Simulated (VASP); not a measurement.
# BeTe: molecular dynamics with a thermostat

BeTe, F-43m (no. 216), 8 atoms in the cell. PBE, molecular dynamics; PAW potentials Te, Be (PBE set).

Ensemble: NVT; Target temperature (K): 600.

## Input

INCAR:
```
SYSTEM = BeTe
  GGA = PE
  PREC = Normal
  ENCUT = 250
  EDIFF = 1E-5
  NELMIN = 4
  NELM = 60
  ALGO = Normal
  LREAL = Auto
  LASPH = .TRUE.
  ISMEAR = 0
  SIGMA = 0.05
  ISYM = 0
  LWAVE = .FALSE.
  LCHARG = .FALSE.
  IBRION = 0
  NSW = 80
  POTIM = 1.0
  TEBEG = 600
  TEEND = 600
  ISIF = 2
  MDALGO = 1
  ANDERSEN_PROB = 0.05
  RANDOM_SEED = 454989 0 0
  KPAR = 2
```

KPOINTS:
```
k-points
0
Monkhorst-Pack
  2 2 2
```

POSCAR:
```
BeTe
1.0
    5.5400000000      0.0000000000      0.0000000000
    0.0000000000      5.5400000000      0.0000000000
    0.0000000000      0.0000000000      5.5400000000
Te Be
4 4
Direct
    0.2500000000      0.2500000000      0.2500000000
    0.2500000000      0.7500000000      0.7500000000
    0.7500000000      0.2500000000      0.7500000000
    0.7500000000      0.7500000000      0.2500000000
    0.0000000000      0.0000000000      0.0000000000
    0.0000000000      0.5000000000      0.5000000000
    0.5000000000      0.0000000000      0.5000000000
    0.5000000000      0.5000000000      0.0000000000
```

Commands:
```
cat potpaw_PBE.64/Te/POTCAR potpaw_PBE.64/Be/POTCAR > POTCAR
mpirun -np 2 vasp_std > vasp.out
```

## Result

- Mean temperature (K): 377
- Rise of the mean potential energy above the start (meV/atom): 40.7
- Electronic steps per ionic step after the first: 4.0

Course of the run:

| Time (fs) | Temperature (K) | Potential energy less the first (meV/atom) |
|---|---|---|
| 1 | 600 | 0.0 |
| 7 | 366 | 8.7 |
| 13 | 226 | 19.9 |
| 19 | 182 | 24.9 |
| 25 | 330 | 23.6 |
| 31 | 458 | 47.2 |
| 37 | 432 | 55.2 |
| 44 | 549 | 49.9 |
| 50 | 334 | 58.8 |
| 56 | 372 | 58.3 |
| 62 | 469 | 50.0 |
| 68 | 488 | 48.2 |
| 74 | 369 | 54.6 |
| 80 | 329 | 54.8 |

REPORT:
```
MDALGO =   1
         ANDERSEN_PROB =  0.05000000
               SCALING =       0
                 CNEXP =     9.000   14.000
           RANDOM_SEED =            454989                0                0

   original number of atomic DOF:         21
   number of independent constraints:      0
   number of active DOF:                  21

========================================
         MD step No.       1
========================================

  Atomic velocities initialized by STEP_tb

  >Energies
                    E_tot             E_pot             E_kin               EPS                ES
   e_b>   -0.29479518E+02   -0.30022413E+02    0.54289532E+00    0.00000000E+00    0.00000000E+00

  >Temperature
               T_sim     T_inst
   tmprt>    600.000    600.000

  >Thermostat, num. of collisions:                0

           RANDOM_SEED =            454989              102                0

[... steps left out ...]

========================================
         MD step No.      80
========================================

  >Energies
                    E_tot             E_pot             E_kin               EPS                ES
   e_b>   -0.29286262E+02   -0.29583925E+02    0.29766331E+00    0.00000000E+00    0.00000000E+00

  >Temperature
               T_sim     T_inst
   tmprt>    600.000    328.973

  >Thermostat, num. of collisions:                0

           RANDOM_SEED =            454989             5000                0
```

OSZICAR:
```
N       E                     dE             d eps       ncg     rms          rms(c)
DAV:   1     0.846335604688E+02    0.84634E+02   -0.78415E+03   168   0.693E+02
DAV:   2    -0.247158048093E+02   -0.10935E+03   -0.10595E+03   244   0.138E+02
DAV:   3    -0.306056967034E+02   -0.58899E+01   -0.58668E+01   208   0.363E+01
DAV:   4    -0.307275836866E+02   -0.12189E+00   -0.12177E+00   214   0.599E+00
DAV:   5    -0.307310599666E+02   -0.34763E-02   -0.34760E-02   198   0.894E-01    0.873E+00
DAV:   6    -0.301782006719E+02    0.55286E+00   -0.63188E-01   200   0.327E+00    0.521E+00
DAV:   7    -0.300194553782E+02    0.15875E+00   -0.51476E-01   205   0.311E+00    0.968E-01
DAV:   8    -0.300212833972E+02   -0.18280E-02   -0.27745E-02   209   0.876E-01    0.141E-01
DAV:   9    -0.300221903820E+02   -0.90698E-03   -0.18515E-03   199   0.219E-01    0.647E-02
DAV:  10    -0.300223151112E+02   -0.12473E-03   -0.18629E-04   222   0.621E-02    0.472E-02
DAV:  11    -0.300224083854E+02   -0.93274E-04   -0.10892E-04   168   0.576E-02    0.876E-03
DAV:  12    -0.300224129473E+02   -0.45619E-05   -0.52057E-06   109   0.137E-02
[... left out ...]
     77 T=   318. E= -.29286162E+02 F= -.29574058E+02 E0= -.29574058E+02  EK= 0.28790E+00 SP= 0.00E+00 SK= 0.00E+00
     79 T=   323. E= -.29286220E+02 F= -.29578036E+02 E0= -.29578036E+02  EK= 0.29182E+00 SP= 0.00E+00 SK= 0.00E+00
[... last step whole ...]
       N       E                     dE             d eps       ncg     rms          rms(c)
DAV:   1    -0.295839228916E+02   -0.58867E-02   -0.70747E-06   114   0.384E-01    0.153E-02
DAV:   2    -0.295839258700E+02   -0.29784E-05   -0.32734E-05   182   0.262E-02    0.120E-02
DAV:   3    -0.295839253708E+02    0.49916E-06   -0.13096E-06   114   0.744E-03    0.964E-03
DAV:   4    -0.295839251604E+02    0.21042E-06   -0.19276E-06    89   0.789E-03
     80 T=   329. E= -.29286262E+02 F= -.29583925E+02 E0= -.29583925E+02  EK= 0.29766E+00 SP= 0.00E+00 SK= 0.00E+00
```

Limits: 80 fs of 8 atoms are too short for converged averages.

VASP 6.6.1 took 148 s on 2 cores (Intel Xeon Platinum 8559C (Emerald Rapids)), a shared host.
